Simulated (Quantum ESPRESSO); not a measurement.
LiF (Griceite):

```xyz
2
Lattice="0.0000 2.0140 2.0140 2.0140 0.0000 2.0140 2.0140 2.0140 0.0000" Properties=species:S:1:pos:R:3 pbc="T T T"
F     2.0140    2.0140    2.0140
Li    0.0000    0.0000    0.0000
```

Base run:

- Program: Quantum ESPRESSO 7.5
- Functional: WC
- Potentials or basis: GBRV 1.5 PBE
- Cutoff: 612 eV
- Density cutoff: 4898 eV
- k mesh: 8 × 8 × 8, shifted
- Occupations: fermi-dirac, width 0.05 eV
- Spin: no spin polarisation

Its results: pressure -0.6 GPa; electronic dielectric tensor (diagonal) 2.07.

The run is repeated on the same cell with these changes: functional from WC to PBE. What comes out?

Pressure 2.0 GPa; electronic dielectric tensor (diagonal) 2.05.

PBE binds less tightly than WC, so the same cell stands under more pressure.

Caveats: the potentials were made for another functional, which shifts forces and pressure (some runs).
